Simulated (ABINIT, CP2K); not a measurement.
This is a calculation of SnO for ABINIT 10.8.3 (patched build). The cell is a database's computed one, not the measured one.

Contents of run.abi:

```
pp_dirpath "./"
pseudos "Sn.GGA_PBE-JTH.xml, O.GGA_PBE-JTH.xml"

acell 3*1.0 Angstrom
rprim
     3.8136952200     0.0000000000     0.0000000000
     0.0000000000     3.8136952200     0.0000000000
     0.0000000000     0.0000000000     4.8869133000
ntypat 2
znucl 50 8
natom 4
typat 1 1 2 2
xred
     0.5000000000     0.0000000000     0.7646261400
     0.0000000000     0.5000000000     0.2353738600
     0.0000000000     0.0000000000     0.0000000000
     0.5000000000     0.5000000000     0.0000000000

ecut 625.861884 eV
pawecutdg 45.0

kptopt 1
ngkpt 7 7 6
nshiftk 1
shiftk 0.0 0.0 0.0

ixc 11

nband 24
occopt 3
tsmear 0.00183747

nstep 100
tolvrs 1.0e-9

iomode 3
prtwf 0
prteig 0
prtebands 0
enunit 2
prtden 1
prtvha 1
prtvclmb 1
prtpot 1
```

Potentials or basis: JTH PAW PBE v2.0.

Run with:

```sh
$ abinit run.abi > log 2>&1
```

**Question.** Set up the same calculation for CP2K 2026.2. Potentials or basis there: POTENTIAL_UZH Sn GTH-PBE-q4, O GTH-PBE-q6; TZVP-MOLOPT-PBE-GTH basis.

**Answer.** As run (cutoffs and basis follow the program's own potentials, and thresholds, step limits or extra output files can differ):

sno_scf.inp

```
&GLOBAL
  PROJECT sno_scf
  RUN_TYPE ENERGY_FORCE
  PRINT_LEVEL LOW
&END GLOBAL
&FORCE_EVAL
  METHOD QS
  STRESS_TENSOR ANALYTICAL
  &DFT
    BASIS_SET_FILE_NAME BASIS_MOLOPT_UZH
    POTENTIAL_FILE_NAME POTENTIAL_UZH
    &MGRID
      CUTOFF 600
      REL_CUTOFF 60
      NGRIDS 5
    &END MGRID
    &QS
      METHOD GPW
      EPS_DEFAULT 1.0E-10
    &END QS
    &KPOINTS
      SCHEME MONKHORST-PACK 7 7 6
      GAMMA_CENTERED T
      SYMMETRY T
      SYMMETRY_BACKEND SPGLIB
    &END KPOINTS
    &SCF
      SCF_GUESS ATOMIC
      EPS_SCF 1.0E-6
      MAX_SCF 100
      ADDED_MOS 14
      CHOLESKY OFF
      EPS_EIGVAL 1.0E-7
      &DIAGONALIZATION ON
        ALGORITHM STANDARD
      &END DIAGONALIZATION
      &MIXING ON
        METHOD BROYDEN_MIXING
        ALPHA 0.4
        BETA 1.5
        NBUFFER 8
      &END MIXING
      &SMEAR ON
        METHOD FERMI_DIRAC
        ELECTRONIC_TEMPERATURE [K] 580.226
      &END SMEAR
    &END SCF
    &XC
      &XC_FUNCTIONAL PBE
      &END XC_FUNCTIONAL
    &END XC
    &PRINT
      &KPOINTS ON
      &END KPOINTS
      &MULLIKEN ON
      &END MULLIKEN
      &MO ON
        ENERGIES T
        OCCUPATION_NUMBERS T
        &EACH
          QS_SCF 0
        &END EACH
        ADD_LAST NUMERIC
      &END MO
      &LOWDIN ON
      &END LOWDIN
      &HIRSHFELD ON
        SHAPE_FUNCTION DENSITY
      &END HIRSHFELD
    &END PRINT
  &END DFT
  &SUBSYS
    &CELL
      ABC 3.8136952200 3.8136952200 4.8869133000
      ALPHA_BETA_GAMMA 90.0000000000 90.0000000000 90.0000000000
      PERIODIC XYZ
    &END CELL
    &COORD
      SCALED
      Sn  0.5000000000 0.0000000000 0.7646261400
      Sn  0.0000000000 0.5000000000 0.2353738600
      O   0.0000000000 0.0000000000 0.0000000000
      O   0.5000000000 0.5000000000 0.0000000000
    &END COORD
    &KIND Sn
      BASIS_SET TZVP-MOLOPT-PBE-GTH-q4
      POTENTIAL GTH-PBE-q4
    &END KIND
    &KIND O
      BASIS_SET TZVP-MOLOPT-PBE-GTH-q6
      POTENTIAL GTH-PBE-q6
    &END KIND
    &PRINT
      &ATOMIC_COORDINATES ON
      &END ATOMIC_COORDINATES
      &CELL ON
      &END CELL
    &END PRINT
  &END SUBSYS
  &PRINT
    &FORCES ON
    &END FORCES
    &STRESS_TENSOR ON
    &END STRESS_TENSOR
  &END PRINT
&END FORCE_EVAL
```

Potentials or basis: POTENTIAL_UZH Sn GTH-PBE-q4, O GTH-PBE-q6; TZVP-MOLOPT-PBE-GTH basis.

The run is started by

```sh
$ OMP_NUM_THREADS=1 cp2k.psmp -i sno_scf.inp -o sno_scf.out
```

Both were run:

|  | ABINIT | CP2K |
| --- | --- | --- |
| Pressure | 3.2 GPa | 6.7 GPa |

The potentials hold 40 and 20 valence electrons a cell.

The two runs disagree by more than potentials and bases usually give (in gap, levels, pressure or energy); the cause wasn't traced.

Pressure is positive in compression.
